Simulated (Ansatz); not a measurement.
Zr:

```
Zr
1.0
     3.23200    0.00000    0.00000
    -1.61600    2.79899    0.00000
     0.00000    0.00000    5.14700
Zr
2
Cartesian
  1.6160 0.9330 3.8603
  0.0000 1.8660 1.2868
```

Base run:

| Property | Result |
| --- | --- |
| Program | Ansatz 0.2.0 |
| Functional | PBE |
| Potentials or basis | all-electron LAPW, scalar-relativistic |
| Cutoff | 174 eV (chosen from the basis error) |
| Basis error allowed | 0.001 eV/atom |
| k mesh | 9 × 9 × 5 |
| Occupations | gaussian, width 0.015 eV |
| Spin | no spin polarisation |

Its results: band gap on the k mesh none (metal or under the smearing width); pressure 0.6 GPa.

Task: The run is repeated on the same cell with these changes: functional from PBE to RPBE; occupations from gaussian, width 0.015 eV to gaussian, width 0.1 eV. What comes out?

Result: Band gap on the k mesh none (metal or under the smearing width); pressure 2.7 GPa.
